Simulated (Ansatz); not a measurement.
# Li24H3N: the cost of one run

Method: DFT PBEsol, plane waves, PAW, scalar-relativistic, no spin polarisation, in Ansatz 0.2.0.

**1. Starting point**

The cell holds 28 atoms (H3Li24N): a = 6.980 Å, b = 9.067 Å, c = 20.403 Å, α = 90.00°, β = 90.00°, γ = 54.74°.

As a file:

```
Li N H
1.0
     6.98000    0.00000    0.00000
     5.23500    7.40341    0.00000
     0.00000    0.00000   20.40341
Li N H
24 1 3
Direct
  0.75000 0.33333 0.04901
  0.25000 0.33333 0.04901
  0.75000 0.66667 0.04901
  0.25000 0.66667 0.04901
  0.75000 0.00000 0.04901
  0.25000 0.00000 0.04901
  0.00000 0.00000 0.16996
  0.50000 0.00000 0.16996
  0.00000 0.33333 0.16996
  0.50000 0.33333 0.16996
  0.00000 0.66667 0.16996
  0.50000 0.66667 0.16996
  0.75000 0.33333 0.29091
  0.25000 0.33333 0.29091
  0.75000 0.66667 0.29091
  0.25000 0.66667 0.29091
  0.75000 0.00000 0.29091
  0.25000 0.00000 0.29091
  0.00000 0.00000 0.41186
  0.50000 0.00000 0.41186
  0.00000 0.33333 0.41186
  0.50000 0.33333 0.41186
  0.00000 0.66667 0.41186
  0.50000 0.66667 0.41186
  0.99148 0.33874 0.51136
  0.82738 0.42209 0.52998
  0.05924 0.21453 0.52998
  0.08782 0.37959 0.52998
```

**2. Relaxing end A**

Contents of input.yaml:

```yaml
crystal:
  lattice:
    - [6.98, 0.0, 0.0]
    - [5.235, 7.403408, 0.0]
    - [0.0, 0.0, 20.403408]
  atoms:
    - { symbol: Li, position: [-0.25, 0.3333333, 0.0490114] }
    - { symbol: Li, position: [0.25, 0.3333333, 0.0490114] }
    - { symbol: Li, position: [-0.25, 0.6666667, 0.0490114] }
    - { symbol: Li, position: [0.25, 0.6666667, 0.0490114] }
    - { symbol: Li, position: [-0.25, 1.0, 0.0490114] }
    - { symbol: Li, position: [0.25, 1.0, 0.0490114] }
    - { symbol: Li, position: [0.0, 0.0, 0.1699619] }
    - { symbol: Li, position: [0.5, 0.0, 0.1699619] }
    - { symbol: Li, position: [0.0, 0.3333333, 0.1699619] }
    - { symbol: Li, position: [0.5, 0.3333333, 0.1699619] }
    - { symbol: Li, position: [0.0, 0.6666667, 0.1699619] }
    - { symbol: Li, position: [0.5, 0.6666667, 0.1699619] }
    - { symbol: Li, position: [-0.25, 0.3333333, 0.2909124] }
    - { symbol: Li, position: [0.25, 0.3333333, 0.2909124] }
    - { symbol: Li, position: [-0.25, 0.6666667, 0.2909124] }
    - { symbol: Li, position: [0.25, 0.6666667, 0.2909124] }
    - { symbol: Li, position: [-0.25, 1.0, 0.2909124] }
    - { symbol: Li, position: [0.25, 1.0, 0.2909124] }
    - { symbol: Li, position: [0.0, 0.0, 0.411863] }
    - { symbol: Li, position: [0.5, 0.0, 0.411863] }
    - { symbol: Li, position: [0.0, 0.3333333, 0.411863] }
    - { symbol: Li, position: [0.5, 0.3333333, 0.411863] }
    - { symbol: Li, position: [0.0, 0.6666667, 0.411863] }
    - { symbol: Li, position: [0.5, 0.6666667, 0.411863] }
    - { symbol: "N", position: [-0.0085181, 0.3387358, 0.5113561] }
    - { symbol: H, position: [-0.1726193, 0.4220927, 0.5299805] }
    - { symbol: H, position: [0.0592431, 0.2145288, 0.5299805] }
    - { symbol: H, position: [0.0878219, 0.3795861, 0.5299805] }
basis:
  ecutwfc: 420.0
kpoints:
  mp_grid: { grid: [3, 2, 1] }
hamiltonian:
  xc: pbesol
scf:
  occupations: { method: fermi_dirac, width: 0.15 }
  lower_state_search: "off"
relax:
  f_tol: 0.03
  max_steps: 60
  adjacent_minimum: "off"
  constraints: [{ sites: [0, 1, 2, 3, 4, 5] }]
```

Run with:

```
ansatz run input.yaml --threads 2 --pin off --max-ram 5120MiB --backend cpu --events-out ev --progress --plain --runs-dir out
```

What time and memory should one allow on 2 threads of Arm Neoverse V1, shared host?

About 61 s, with a peak of 1.2 GiB.
